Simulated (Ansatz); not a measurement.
# Sc2Al: a faulty run and its cure

Someone meant to compute Sc2Al with PBEsol, plane waves and PAW in Ansatz and wrote this input.

```yaml
crystal:
  lattice:
    - [4.8926114005, 0.0, 0.0]
    - [-2.4463057002, 4.2371257637, 0.0]
    - [0.0, 0.0, 6.16142057]
  atoms:
    - { symbol: Sc, position: [0.0, 0.0, 0.0] }
    - { symbol: Sc, position: [0.0, 0.0, 0.5] }
    - { symbol: Sc, position: [0.3333333333, 0.6666666667, 0.75] }
    - { symbol: Sc, position: [0.6666666667, 0.3333333333, 0.25] }
    - { symbol: Al, position: [0.3333333333, 0.6666666667, 0.25] }
    - { symbol: Al, position: [0.6666666667, 0.3333333333, 0.75] }
basis:
  ecutwfc: 420
kpoints:
  mp_grid: { grid: [12, 12, 6] }
hamiltonian:
  xc: pbesol
scf:
  occupations: { method: fixed }
output:
  forces: true
  stress: true
  eigenvalues: true
```

Command:

```bash
ansatz run input.yaml --threads 1 --pin off --max-ram 2560MiB --backend cpu --events-out ev --progress --plain --runs-dir out
```

Output, shortened (HF is the Harris–Foulkes energy, dr2 the density residual in eV):

```text
Pseudopotential: Sc, paw, valence charge 11, recommended cutoff 420 eV (normal)
Pseudopotential: Al, paw, valence charge 3, recommended cutoff 420 eV (normal)
Crystal: 6 atoms, lattice volume = 127.730 Å³
Basis set: ecut = 420 eV, 2463 PW (Γ), exchange–correlation on 72×72×90 points (8 copies of the dense FFT grid, shifted against one another)
Bands: 31, of which v1, the nominal top of the filled ones, is band 25 counted from 1 (24 counted from 0)
Symmetry: 24 space group operations
Space group: P63/mmc (ITA 194), of the structure as read, at distance tolerance 5.0e-5 Å
k-points: 76 of 864
PAW frozen core: Sc, regenerated for the run's functional, and the local potential with it (the file was generated under x = pbe(κ = 0.804, μ = 0.2195), c = pbe(β = 0.0667))
PAW frozen core: Al, regenerated for the run's functional, and the local potential with it (the file was generated under x = pbe(κ = 0.804, μ = 0.2195), c = pbe(β = 0.0667))
Initial density: superposition of atomic densities, corrected by the library's trained network
SCF iter   1: HF=-9496.526082 eV  Δρ=4.60e-3  dr2=3.53e-2
SCF iter   2: HF=-9496.517274 eV  Δρ=1.93e-3  dr2=4.79e-3
SCF iter   3: HF=-9496.516286 eV  Δρ=8.68e-4  dr2=1.19e-3
SCF iter   4: HF=-9496.516112 eV  Δρ=3.14e-4  dr2=1.43e-4
SCF iter   5: HF=-9496.516093 eV  Δρ=3.84e-5  dr2=1.91e-6
SCF iter   6: HF=-9496.516108 eV  Δρ=6.79e-6  dr2=4.85e-8
SCF iter   7: F=-9496.516108 eV  HF=-9496.516108 eV  Δρ=1.73e-6  dr2=3.28e-9
WARN: a fill by count may have filled part of one level: at k-index 0 the highest filled band, 8.655990 eV, and the lowest empty band, 8.655990 eV, stand 0.000e0 eV apart, within the solve's uncertainty, 3.162e-4 eV. If they are one level, whatever splits it, however little, can move the result …
SCF 1 converged in 7 iterations: F = -9496.516108 eV  dr2 = 3.28e-9
SCF converged after 7 iterations
Free energy (F): -9496.516108 eV
E sigma→0 (E₀):  -9496.516108 eV
Fermi energy:    9.386580 eV
--- Forces (eV/Å), atoms counted from 1 ---
  atom   1  Sc     0.00000000    -0.00000000     0.00000000
  atom   2  Sc     0.00000000    -0.00000000     0.00000000
  atom   3  Sc     0.00000000     0.00000000     0.00000000
  atom   4  Sc     0.00000000    -0.00000000    -0.00000000
  atom   5  Al    -0.00000000    -0.00000000    -0.00000000
  atom   6  Al     0.00000000     0.00000000     0.00000000
--- Stress (GPa, compression-positive) ---
       -2.032954       0.000000      -0.000000
        0.000000      -2.032954       0.000000
       -0.000000       0.000000      -1.271510
  P = ⅓ Tr σ = -1.7791 GPa (-17.791 kbar)
```

Problem. Which fault does the input hold?
A. Cartesian positions typed as fractional ones
B. A cutoff meant in rydberg typed as eV
C. Fixed occupations on a metal
D. Plain mixing at a large step in a long cell
E. No spin polarisation on a magnet

Solution. C. Bands cross the Fermi level, so no fixed count of filled bands holds at every k-point. The cure is a smearing.

Fix:

```diff
 scf:
-  occupations: { method: fixed }
+  occupations: { method: gaussian, width: 0.1 }
```

With the mended input the run converges and gives no gap, a pressure of -2.06 GPa. The faulty run's energy lay 27.0 meV per atom higher. The faulty run also carried warnings: band overlap at count; metallic iterate.

The mended run took 19 s on 1 thread of Intel(R) Xeon(R) Platinum 8259CL CPU @ 2.50GHz (Skylake/Cascade Lake), with other jobs on the host, peak memory 0.54 GiB.